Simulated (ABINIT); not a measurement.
**Au: single point with PBE**

Crystal: Au.

```
Au
1.0
     1.41131   -2.55593    0.00000
     1.41131    2.55593    0.00000
     0.00000    0.00000    4.89317
Au
2
Direct
  0.33467 0.66533 0.25000
  0.66533 0.33467 0.75000
```

This isn't the form of Au at room conditions, which is fcc.

```yaml
Program: ABINIT 10.8.3 (patched build)
Task: single point
Functional: PBE
Potentials_or_basis: JTH PAW PBE v2.0
Cutoff: 544 eV
k_mesh: 11 × 11 × 6
Occupations: fermi-dirac, width 0.05 eV
Spin: no spin polarisation
```

* Pressure: 3.3 GPa
* Largest force: 0.028 eV/Å
* Band gap on the k mesh: none (metal or under the smearing width)
* Valence electrons inside the program's atomic spheres: Au 9.46 (radii [1.3275] Å)

Forces on the atoms (eV/Å):
```
Au   0.000 -0.028  0.000
Au   0.000  0.028  0.000
```

Stress tensor (GPa, compression positive):
```
6.33 0.00 0.00
0.00 1.70 0.00
0.00 0.00 1.79
```

Levels at points of the mesh, in eV from the Fermi level:
```csv
k point,band 8,band 9,band 10,band 11,band 12,band 13,band 14,band 15
"(0.00, 0.00, 0.00)",-3.45,-3.28,-2.16,-2.08,-1.00,2.43,15.10,16.11
"(0.00, 0.00, 0.50)",-4.13,-2.62,-2.62,-2.47,-2.47,10.29,10.29,15.47
```

It took 100 s on 1 thread of Arm Neoverse V1 (shared host), peak memory 0.17 GiB.

The run has no spin-orbit coupling, so splittings on Au are missing.
